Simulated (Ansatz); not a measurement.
# Energy, volume and coordination in Bi₄Te₃

Theory: DFT PBE, scalar-relativistic, plane waves, PAW in Ansatz 0.2.0. Settings: cutoff 420 eV, Γ-centred meshes spaced at most about 0.3 Å⁻¹, and about 0.25 Å⁻¹ or finer for metals (2π included), Gaussian smearing. No spin polarisation.

Temperature and zero-point effects are left out. Rows are sorted by volume; energies count from the lowest form computed. Coordination counts Te atoms around Bi (those within 1.25 times the shortest such distance or 1.15 times the sum of covalent radii, 1.27 where that leaves under three; a plus sign parts nearer from farther groups; the shortest distance is added where it exceeds 1.18 times the sum of covalent radii; a slash parts the counts of unlike sites).

```csv
row,form,source,atoms,coordination,V (Å³/atom),gap on mesh (eV),ΔE (meV/atom)
1,P-6m2,invented,7,Bi 2/6 from 3.7 Å,32.9,0,305
2,R-3m,COD,7,Bi 3 from 3.7 Å/6,36.0,0.12,0
3,P-43m,invented,7,Bi 3,39.3,0,248
4,P6/mmm,invented,7,Bi 3 from 4.1 Å,44.7,0,463
5,P4/mmm,invented,7,Bi 2+2,61.7,0,?
```

The cell of row 5:

```cif
data_structure
_symmetry_space_group_name_H-M 'P4/mmm'
_symmetry_Int_Tables_number 123
_cell_length_a 7.3589
_cell_length_b 7.3589
_cell_length_c 7.9759
_cell_angle_alpha 90.000
_cell_angle_beta 90.000
_cell_angle_gamma 90.000
_cell_volume 431.92
loop_
_atom_site_label
_atom_site_type_symbol
_atom_site_symmetry_multiplicity
_atom_site_Wyckoff_symbol
_atom_site_fract_x
_atom_site_fract_y
_atom_site_fract_z
_atom_site_occupancy
Bi1 Bi 4 o 0.79602 0.50000 0.50000 1
Te1 Te 2 h 0.50000 0.50000 0.18317 1
Te2 Te 1 b 0.00000 0.00000 0.50000 1
```

Q: Estimate the missing energy, and say where the row ranks.

A: 0.60 eV/atom, which puts it above row 4, the highest in the table. Counting Te atoms around Bi, row 5 has Bi 2+2 and the lowest form (row 2) has Bi 3 from 3.7 Å/6. Row 5 holds Te–Te pairs (shortest 2.92 Å); in the lowest form (row 2) the shortest Te–Te distance is 4.51 Å.

The lowest form is a structure that the Crystallography Open Database (COD) lists.

Weakly bound directions are ill-defined at this level, which has no dispersion term (P6/mmm), and this can change margins and order among such cells. Spin–orbit coupling, which can matter for Bi and Te, is left out. Kohn–Sham gaps at this level usually fall short of measured ones. The missing spin–orbit coupling can work the other way here. Cells relaxed within their symmetry can be saddle points. Some candidate types were left out of the draw beforehand, so a known form may be missing.

The R-3m form lies lowest, 248 meV/atom below its nearest computed rival. Its two Bi environments fit the known stacking of Bi₂Te₃-type quintuple layers and bismuth bilayers. Bi in the former has six Te neighbours, bound through p orbitals, while Bi in the latter bonds mainly to Bi and touches Te only weakly, from 3.7 Å. This division accommodates the excess bismuth while keeping Te as separate, telluride-like anions.

Density alone does not set the order: energy rises with volume from row 2 to row 4, but the densest cell, P-6m2, breaks the trend at 305 meV/atom. The high estimate for P4/mmm is plausible because its Te–Te pairs at 2.92 Å tie up Te valence that a Bi-rich compound would better use in polar Bi–Te bonds.

Bi₄Te₃ is known as a semimetal, so the 0.12 eV gap is probably an artefact of the scalar-relativistic treatment or of a band crossing missed by the mesh. The ranking does not show stability against separation into Bi₂Te₃ and bismuth.
